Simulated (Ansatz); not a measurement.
Structure types of Li compared at 51 GPa

Structure types of Li are relaxed in primitive cells with their symmetry kept at 51 GPa, first on PAW files, then by LAPW. The enthalpy is E + pV at zero temperature, without zero-point motion. Only the types listed were tried, and differences under about 5 meV/atom are mesh noise. The real phase may be another.

Level of theory: DFT with PBE, scalar-relativistic, in Ansatz 0.2.0; Fermi–Dirac smearing of 0.08 eV, no spin polarisation. LAPW: all electrons, basis error target 0.5 meV/atom; PAW: frozen-core files, cutoff 420 eV.

k meshes: fcc 20×20×20, bcc 21×21×21, hcp 19×19×10, omega 10×10×14, beta tin 20×20×20, simple hexagonal 20×20×18.

Which type is lowest in enthalpy, and by how much?

fcc, 1 meV/atom below simple hexagonal, which is within the noise of the k meshes. The whole table:

```
      start type                   ends as          a, b, c (Å)  V (Å³/atom)  H − H(lowest), LAPW (meV/atom)  same, PAW
             fcc                fcc, Fm-3m  3.241, 3.241, 3.241         8.51                             0.0        0.0
             bcc                bcc, Im-3m  2.576, 2.576, 2.576         8.55                            20.4       20.4
             hcp             hcp, P6_3/mmc  2.280, 2.280, 3.787         8.52                             6.9        7.0
           omega             omega, P6/mmm  3.779, 3.779, 2.051         8.46                            10.3       10.4
        beta tin        beta tin, I4_1/amd  3.831, 3.831, 2.249         8.25                            12.7       12.9
simple hexagonal  simple hexagonal, P6/mmm  2.203, 2.203, 1.971         8.28                             0.8        0.9
```
